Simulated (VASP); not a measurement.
# MgO: optical spectrum of independent particles, by functional

MgO, Fm-3m (no. 225), 2 atoms in the cell.

| Functional | ε at zero frequency, electronic | Mean energy of the absorption, weighted by Im ε (eV) | Refractive index at 633 nm | Refractive index at 1064 nm | Direct gap on the mesh (eV) | Time (s) |
|---|---|---|---|---|---|---|
| HSE06 | 2.72 | 14.23 | 1.66 | 1.66 | 6.60 | 382 |
| DDH | 2.34 | 15.40 | 1.54 | 1.53 | 8.67 | 428 |
| PBE0 | 2.56 | 14.70 | 1.61 | 1.60 | 7.33 | 352 |

Limits: The 8×8×8 mesh is coarse for a spectrum: peaks stand apart that a denser mesh merges; the pull between electron and hole is left out.

## Input of the first row

INCAR.step1:
```
  PREC = Accurate
  ENCUT = 460
  ISMEAR = 0
  SIGMA = 0.02
  EDIFF = 1E-5
  LASPH = T
  KPAR = 4
  LWAVE = T
  LCHARG = F
  NBANDS = 20
```

INCAR.step2:
```
  PREC = Accurate
  ENCUT = 460
  ISMEAR = 0
  SIGMA = 0.02
  EDIFF = 1E-7
  LASPH = T
  KPAR = 4
  LWAVE = T
  LCHARG = F
  LOPTICS = T
  ALGO = Normal
  NBANDS = 20
  NEDOS = 2000
  CSHIFT = 0.1
  GGA = PE
  LHFCALC = T
  HFSCREEN = 0.2
  ISTART = 1
  PRECFOCK = Fast
```

KPOINTS:
```
k-points
0
Gamma
  8 8 8
```

POSCAR:
```
MgO
1.0
    0.0000000000      2.0970013927      2.0970013927
    2.0970013927      0.0000000000      2.0970013927
    2.0970013927      2.0970013927      0.0000000000
Mg O
1 1
Direct
    0.0000000000      0.0000000000      0.0000000000
    0.5000000000      0.5000000000      0.5000000000
```

Commands (each step's output is kept before the next begins):
```
cat potpaw_PBE.64/Mg/POTCAR potpaw_PBE.64/O/POTCAR > POTCAR
cp INCAR.step1 INCAR
mpirun -np 4 vasp_std > vasp.out
cp INCAR.step2 INCAR
mpirun -np 4 vasp_std > vasp.out
```

Changes of the last row against the first:
```
(step 2)
- HFSCREEN = 0.2
+ AEXX = 0.25
```

VASP 6.6.1 took 382 s on 4 cores (Intel Xeon Platinum 8488C (Sapphire Rapids)), a shared host.
